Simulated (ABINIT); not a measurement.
Runs of ABINIT 10.8.3 (patched build) on Sn. Symmetry: Fd-3m, No. 227, cubic system. The conventional cell has a = 6.467 Å, b = 6.467 Å, c = 6.467 Å, α = 90.00°, β = 90.00°, γ = 90.00°. Around Sn (site symmetry -43m) lie 4 Sn at 2.80 Å. This isn't the form of Sn at room conditions, which is tetragonal (white tin).

```csv
task,level,potentials or basis,cell,k mesh,cutoff (eV),fine-grid cutoff,gap on the mesh (eV),pressure (GPa),V0 of scaled cells (Å³/atom),B0 (GPa)
single point,PBEsol,PseudoDojo NC SR PBEsol v0.4.1 standard,as given,7 × 7 × 7,980,-,none,1.7,-,-
single point,PBEsol,PseudoDojo NC SR PBEsol v0.4.1 standard,"atoms moved at random, drawn with an rms of 0.05 Å",7 × 7 × 7,980,-,none,1.8,-,-
equation of state,PBEsol,PseudoDojo NC SR PBEsol v0.4.1 standard,as given,7 × 7 × 7,980,-,-,-,(b),41
equation of state,r2SCAN,JTH PAW PBE v2.0,as given,6 × 6 × 6,707,1306.15 eV,-,-,35.47,(a)
```

Alike in all rows: no spin polarisation; smearing fermi-dirac 0.05 eV.

Question: Estimate the missing entries.

Answer: (a) 43; (b) 35.08.

Caveats: pressures at fixed basis lie under the slope of the energies (some runs); the PAW data sets were made with another functional, which shifts forces and pressure a little (some runs).

A k mesh can miss the band edges, and the runs leave out spin-orbit coupling on Sn.

A gap of «none» marks a metal or a gap under the smearing width.
